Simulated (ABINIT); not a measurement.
# Quasiparticle gap of RbBr (Fm-3m) in ABINIT

How does a plane-wave GW calculation on RbBr (Fm-3m) run from the first input to the gap?

Method: PBE and many-body steps on it, plane waves, in ABINIT 10.8.3.

Most raw output is cut from this account.

The database entry behind the starting cell differs from later determinations by our own check (about 0.5 % short), so it need not match the best structure at ambient conditions.

### 1. The starting structure

It takes space group Fm-3m (No. 225, cubic). The conventional cell has a = 6.854 Å, b = 6.854 Å, c = 6.854 Å, α = 90.00°, β = 90.00°, γ = 90.00°. Nearest to Rb lie 6 Br at 3.43 Å. Nearest to Br lie 6 Rb at 3.43 Å. Farther neighbours and most contacts between anions are not listed.

The cell and positions come from the Crystallography Open Database and are kept as given unless a step says otherwise.

### 2. Ground state

This step: ABINIT 10.8.3; DFT, PBE, plane waves, norm-conserving pseudopotentials.

The ground-state density comes first.

Input file run.abi:

```
acell 3*1.0 Angstrom
rprim 
  0.000000000000 3.427000000000 3.427000000000
  3.427000000000 0.000000000000 3.427000000000
  3.427000000000 3.427000000000 -0.000000000000
ntypat 2
znucl 37 35
natom 2
typat 1 2
xred 
  0.000000000000 0.000000000000 0.000000000000
  0.500000000000 0.500000000000 0.500000000000
pp_dirpath "pseudos"
pseudos "Rb.upf, Br.upf"
ecut 19
ngkpt 6 6 6
nshiftk 1
shiftk 0 0 0
kptopt 1
chksymbreak 0
nband 13
occopt 1
tolvrs 1e-10
nstep 60
prtwf 0
optforces 0
optstress 0
indata_prefix "in"
outdata_prefix "out"
tmpdata_prefix "tmp"
```

Started as:

```sh
$ OMP_NUM_THREADS=1 mpirun -n 4 abinit run.abi > log
```

Run time: 4.4 s. Hardware: 4 MPI ranks of Arm Neoverse V2, shared host; peak memory 0.31 GiB; 17 s of CPU time.

Numbers from this step:

```yaml
total_energy: -1168.4050 eV
gap: 4.364 eV
k_of_the_valence_top: 0, 0, 0
k_of_the_conduction_bottom: 0, 0, 0
least_direct_gap: 4.364 eV
```

The gap is direct, at Γ.

### 3. Bands along the symmetry lines

The cheap functional maps the bands first; the places of the edges decide which points the dearer methods must see.

Input file run.abi:

```
acell 3*1.0 Angstrom
rprim 
  0.000000000000 3.427000000000 3.427000000000
  3.427000000000 0.000000000000 3.427000000000
  3.427000000000 3.427000000000 -0.000000000000
ntypat 2
znucl 37 35
natom 2
typat 1 2
xred 
  0.000000000000 0.000000000000 0.000000000000
  0.500000000000 0.500000000000 0.500000000000
pp_dirpath "pseudos"
pseudos "Rb.upf, Br.upf"
ecut 19
iscf -2
irdden 1
kptopt 0
nkpt 50
kpt 
  0.00000000 0.00000000 0.00000000
  0.06250000 0.00000000 0.06250000
  0.12500000 0.00000000 0.12500000
  0.18750000 0.00000000 0.18750000
  0.25000000 0.00000000 0.25000000
  0.31250000 0.00000000 0.31250000
  0.37500000 0.00000000 0.37500000
  0.43750000 0.00000000 0.43750000
  0.50000000 0.00000000 0.50000000
  0.51562500 0.03125000 0.51562500
  0.53125000 0.06250000 0.53125000
  0.54687500 0.09375000 0.54687500
  0.56250000 0.12500000 0.56250000
  0.57812500 0.15625000 0.57812500
  0.59375000 0.18750000 0.59375000
  0.60937500 0.21875000 0.60937500
  0.62500000 0.25000000 0.62500000
  0.37500000 0.37500000 0.75000000
  0.32812500 0.32812500 0.65625000
  0.28125000 0.28125000 0.56250000
  0.23437500 0.23437500 0.46875000
  0.18750000 0.18750000 0.37500000
  0.14062500 0.14062500 0.28125000
  0.09375000 0.09375000 0.18750000
  0.04687500 0.04687500 0.09375000
  0.00000000 0.00000000 0.00000000
  0.06250000 0.06250000 0.06250000
  0.12500000 0.12500000 0.12500000
  0.18750000 0.18750000 0.18750000
  0.25000000 0.25000000 0.25000000
  0.31250000 0.31250000 0.31250000
  0.37500000 0.37500000 0.37500000
  0.43750000 0.43750000 0.43750000
  0.50000000 0.50000000 0.50000000
  0.50000000 0.46875000 0.53125000
  0.50000000 0.43750000 0.56250000
  0.50000000 0.40625000 0.59375000
  0.50000000 0.37500000 0.62500000
  0.50000000 0.34375000 0.65625000
  0.50000000 0.31250000 0.68750000
  0.50000000 0.28125000 0.71875000
  0.50000000 0.25000000 0.75000000
  0.50000000 0.21875000 0.71875000
  0.50000000 0.18750000 0.68750000
  0.50000000 0.15625000 0.65625000
  0.50000000 0.12500000 0.62500000
  0.50000000 0.09375000 0.59375000
  0.50000000 0.06250000 0.56250000
  0.50000000 0.03125000 0.53125000
  0.50000000 0.00000000 0.50000000
istwfk *1
nband 15
nbdbuf 2
tolwfr 1e-08
nstep 40
prtwf 0
prtvol 0
indata_prefix "in"
outdata_prefix "out"
tmpdata_prefix "tmp"
```

Wall time 6.7 s (4 MPI ranks); peak memory 0.31 GiB; 27 s of CPU time.

This step gave:

- gap: 4.364 eV
- k of the valence top: 0, 0, 0
- k of the conduction bottom: 0, 0, 0
- least direct gap: 4.364 eV

The gap is 4.364 eV, as in the run before at this level.

The electronic bands at the labelled points (eV, zero at the top of the highest filled band; v1 is the highest filled band, c1 the lowest empty one):

```
    point     v4     v3     v2     v1    c1    c2    c3    c4
        Γ  -8.50   0.00   0.00   0.00  4.36  7.29  7.29  7.29
  halfway  -8.49  -0.60  -0.10  -0.10  5.72  6.25  8.62  8.76
        X  -8.57  -0.47  -0.16  -0.16  5.62  7.13  9.20  9.21
  halfway  -8.56  -0.46  -0.26  -0.19  5.82  7.40  8.82  9.28
        U  -8.53  -0.49  -0.41  -0.26  6.35  8.13  8.16  8.86
jump to K  -8.53  -0.49  -0.41  -0.26  6.35  8.13  8.16  8.86
  halfway  -8.46  -0.67  -0.28  -0.15  6.03  6.98  8.06  8.80
        Γ  -8.50   0.00   0.00   0.00  4.36  7.29  7.29  7.29
  halfway  -8.47  -0.56  -0.18  -0.18  5.63  7.15  8.01  8.01
        L  -8.45  -0.99  -0.35  -0.35  6.82  7.72  9.49  9.49
  halfway  -8.48  -0.76  -0.35  -0.33  6.98  7.42  8.88  9.00
        W  -8.48  -0.49  -0.35  -0.35  7.09  7.09  8.27  8.62
  halfway  -8.52  -0.44  -0.33  -0.22  6.02  7.60  8.43  9.14
        X  -8.57  -0.47  -0.16  -0.16  5.62  7.13  9.20  9.21
```

### 4. Empty states on the mesh, 4×4×4 mesh, 69 bands

The sums over transitions need many empty states on a uniform mesh; this step solves for them.

Input file run.abi:

```
acell 3*1.0 Angstrom
rprim 
  0.000000000000 3.427000000000 3.427000000000
  3.427000000000 0.000000000000 3.427000000000
  3.427000000000 3.427000000000 -0.000000000000
ntypat 2
znucl 37 35
natom 2
typat 1 2
xred 
  0.000000000000 0.000000000000 0.000000000000
  0.500000000000 0.500000000000 0.500000000000
pp_dirpath "pseudos"
pseudos "Rb.upf, Br.upf"
ecut 19
ngkpt 4 4 4
nshiftk 1
shiftk 0 0 0
kptopt 1
chksymbreak 0
irdden 1
istwfk *1
nband 69
prtvol 0
optdriver 6
gwr_task "HDIAGO"
paral_kgb 0
occopt 1
indata_prefix "in"
outdata_prefix "out"
tmpdata_prefix "tmp"
```

It took 14 s on 4 MPI ranks; peak memory 1.3 GiB; 57 s of CPU time.

This step gave:

* gap: 4.364 eV
* k of the valence top: 0, 0, 0
* k of the conduction bottom: 0, 0, 0
* least direct gap: 4.364 eV
* k points computed: 8
* lowest point of the top converged band, above the valence top: 38.05 eV

On this mesh the gap is 4.364 eV.

### 5. Screening, 4×4×4 mesh, 61 bands, screening to 106.1 eV

The RPA dielectric matrix is built and inverted for each q.

This step: RPA screening on PBE, plane waves, norm-conserving pseudopotentials.

run.abi: that of step 4 with these lines changed.

```diff
@@ -20,10 +20,11 @@
 chksymbreak 0
-irdden 1
 istwfk *1
-nband 69
-prtvol 0
-optdriver 6
-gwr_task "HDIAGO"
-paral_kgb 0
 occopt 1
+irdwfk 1
+optdriver 3
+nband 61
+ecuteps 3.9
+inclvkb 2
+awtr 1
+symchi 1
 indata_prefix "in"
```

The job ended after 6.3 s (4 MPI ranks; peak memory 0.53 GiB).

This step gave:

- ε∞ with local fields, on this mesh, along the program's q direction: 2.365
- the same without local fields: 2.842
- plasma frequency: 16.56 eV
- plane waves in the screening matrix: 181

Local fields lower ε∞ by 17 %.

### 6. Self-energy, 4×4×4 mesh, 61 bands, screening to 106.1 eV

The self-energy is evaluated for the states that the input lists, and the levels follow from it, in one-shot runs by the linearised quasiparticle equation.

This step: G0W0 on PBE, plane waves, norm-conserving pseudopotentials.

run.abi: that of step 5 with these lines changed.

```diff
@@ -23,8 +23,15 @@
 irdwfk 1
-optdriver 3
+optdriver 4
 nband 61
+gwcalctyp 0
+ecutsigx 19
+symsigma 1
+nkptgw 1
+kptgw 
+  0.0000000000 0.0000000000 0.0000000000
+bdgw 
+  6 12
 ecuteps 3.9
-inclvkb 2
-awtr 1
-symchi 1
+irdscr 1
+ppmodel 1
 indata_prefix "in"
```

Wall time 3.2 s (4 MPI ranks); peak memory 0.54 GiB.

This step gave:

```yaml
g0w0_gap_on_the_points_computed: 6.539 eV
starting_gap_on_the_mesh: 4.364 eV
k_of_the_valence_top: 0, 0, 0
k_of_the_conduction_bottom: 0, 0, 0
z_at_the_valence_top: 0.817
z_at_the_conduction_bottom: 0.87
least_direct_g0w0_gap_on_the_computed_points: 6.539 eV
```

The gap on the mesh goes from 4.36 eV to 6.54 eV, a correction of +2.18 eV.

Limits: finite bands, cutoff and mesh; no spin-orbit coupling. v1 is the top filled band, c1 the lowest empty one. The levels before and after the correction (eV, zero at the valence-band top of each column):

```
           conduction bottom  valence top
Kohn-Sham               4.36         0.00
     G0W0               6.54         0.00
```

```
             level  energy (eV)
Kohn-Sham  Γ v3-v1        0.000
Kohn-Sham     Γ c1        4.364
Kohn-Sham  Γ c2-c4        7.285
     G0W0  Γ v3-v1        0.000
     G0W0     Γ c1        6.539
     G0W0  Γ c2-c4       10.007
```

### 7. Where the time went

Times are wall times on 4 MPI ranks of Arm Neoverse V2, shared host, good to a factor of about two.

```
                          step   time  share  memory (GiB)
                  ground state  4.4 s   13 %          0.31
bands along the symmetry lines  6.7 s   19 %          0.31
      empty states on the mesh   14 s   41 %           1.3
                     screening  6.3 s   18 %          0.53
                   self-energy  3.2 s    9 %          0.54
```

### 8. What came out

| Property | Result |
| --- | --- |
| PBE gap | 4.36 eV, direct |
| G0W0 gap on the mesh | 6.54 eV |
| GW settings | 4×4×4 mesh, 61 bands, screening to 106.1 eV, Godby-Needs plasmon pole |
| known limits | not at the basis limit; no spin-orbit coupling |

**Reading.** G0W0 moves the gap on the mesh from 4.36 eV to 6.54 eV (+2.18 eV), with Z of 0.82 and 0.87 at the edges. Local fields lower the RPA ε∞ on this mesh from 2.84 to 2.37. Only 1 of the mesh's irreducible points was corrected, so a valley elsewhere could overtake. The dearest step here is «empty states on the mesh». Bands and cutoff are finite, so the gap is not at the basis limit. The miss can reach some tenths of an eV and take either sign; the mesh is an error of its own. In the G0W0 run levels were corrected at 1 k point alone, so a gap called «on the mesh» is the least over those, and an edge elsewhere would be missed. The many-body steps are scalar-relativistic: spin-orbit coupling is not in them.

[Paths, hosts, dates, memory and timing lines, banners, echoed tables and standing remarks are left out of the program output.]

[Logs are printed without paths, hosts, clocks, repeated set-up lines and the standing remarks that a program may print on its own settings, such as how far it seeks lower states.]

[Runs of the session that timed out or met a known fault of the program may be left out.]

[Hosts, paths, dates, database ids (printed as entryN), source tags and the programs' standing remarks are cut or masked in the printed files.]

[G0W0 gaps are taken among the corrected bands and points alone; a level outside them can change the order at an edge.]

[Where Ansatz stands beside ABINIT at settings called matched, ABINIT's density can come from a denser mesh and the files from another edition; pairs whose starting gaps differed by over 0.03 eV were left out, so agreement reads better than it is.]
